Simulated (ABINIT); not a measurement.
A run of ABINIT 10.8.3 (patched build):

run.abi

```
pp_dirpath "./"
pseudos "Cd.upf, Se.upf"

acell 8.2052270577 8.2052270577 8.2052270577
rprim
     0.0000000000     0.7071067812     0.7071067812
     0.7071067812     0.0000000000     0.7071067812
     0.7071067812     0.7071067812     0.0000000000
ntypat 2
znucl 48 34
natom 2
typat 1 2
xred
     0.0000000000     0.0000000000     0.0000000000
     0.2500000000     0.2500000000     0.2500000000

ecut 47.0

kptopt 1
ngkpt 6 6 6
nshiftk 1
shiftk 0.0 0.0 0.0

ixc 11

nband 22
occopt 3
tsmear 0.05 eV

nstep 100
tolvrs 1.0e-10

iomode 3
prtwf 0
prteig 0
prtebands 0
enunit 1
prtden 1
prtvha 1
prtvclmb 1
prtpot 1
prtelf 1
```

Potentials or basis: PseudoDojo NC SR PBE v0.4.1 standard.

Launch:

```sh
$ abinit run.abi > log 2>&1
```

Hardware: 1 thread of Arm Neoverse V1 (shared host).

Task: How long does it take, and how much memory?

Result: Run time: 110 s on 1 thread of Arm Neoverse V1, on a shared host, peak memory 0.13 GiB. Counts: scf iterations 15, mpi ranks 1, k points 16, bands 22, plane waves 6046.
